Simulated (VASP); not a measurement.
## Ge: relaxation of cell and atoms with LDA

Ge:

```
Ge
1.0
     3.99759    0.00000    0.00000
    -1.99879    3.46201    0.00000
     0.00000    0.00000    6.59938
Ge
4
Direct
  0.66667 0.33333 0.06290
  0.33333 0.66667 0.56290
  0.66667 0.33333 0.43710
  0.33333 0.66667 0.93710
```

This isn't the form of Ge at room conditions, which is diamond.

* Program: VASP 6.6.1
* Task: relaxation of cell and atoms
* Functional: LDA
* Potentials or basis: VASP PAW LDA potentials, release 64 (Ge_d)
* Cutoff: 600 eV
* k mesh: 12 × 12 × 5
* Occupations: gaussian, width 0.03 eV
* Spin: no spin polarisation
* Further INCAR settings: ALGO = Normal; EDIFF = 1e-06; IBRION = 2; EDIFFG = -0.01; NSW = 90; ISIF = 3

The relaxed volume is 22.22 Å³/atom and the relaxed cell is a = 3.962 Å, b = 3.962 Å, c = 6.537 Å, α = 90.00°, β = 90.00°, γ = 120.00°. The space group after relaxing (to 0.05 Å) is P6_3/mmc (No. 194). The energy gained by relaxing is 3.6 meV/atom, the ionic steps are 7 and the pressure after relaxing is 0.0 GPa. The band gap on the k mesh is none (metal or under the smearing width).

Forces in eV/Å, atoms in the order of the input:
```
Ge   0.000  0.000  0.003
Ge   0.000  0.000  0.003
Ge   0.000  0.000 -0.003
Ge   0.000  0.000 -0.003
```

The path:
```
step  energy change (eV)  largest force (eV/Å)  pressure (GPa)  volume (Å³)
   1              0.0000                0.0045           -1.76        91.33
   2             -0.0130                0.0040            0.48        88.06
   3             -0.0146                0.0009            0.10        88.76
   4             -0.0146                0.0004           -0.17        88.90
   5             -0.0146                0.0017            0.07        88.82
   6             -0.0146                0.0017           -0.18        88.94
   7             -0.0146                0.0026            0.03        88.86
```

Final structure:
```yaml
crystal:
  lattice:
    - [3.96188, 0.00000, 0.00000]
    - [-1.98094, 3.43109, 0.00000]
    - [0.00000, 0.00000, 6.53726]
  atoms:
    - { symbol: Ge, position: [0.66667, 0.33333, 0.06288] }
    - { symbol: Ge, position: [0.33333, 0.66667, 0.56288] }
    - { symbol: Ge, position: [0.66667, 0.33333, 0.43712] }
    - { symbol: Ge, position: [0.33333, 0.66667, 0.93712] }
```

Levels at points of the mesh, in eV from the Fermi level:
```tsv
k point	band 26	band 27	band 28	band 29	band 30	band 31
(0.00, 0.00, 0.00)	-0.18	-0.13	0.07	0.11	0.11	2.23
(0.50, 0.00, 0.00)	-3.17	-2.94	-1.50	0.41	1.64	3.48
```

Run time: 4 min on 1 thread of Intel(R) Xeon(R) 6975P-C (Granite Rapids), with other jobs on the host, peak memory 0.29 GiB.
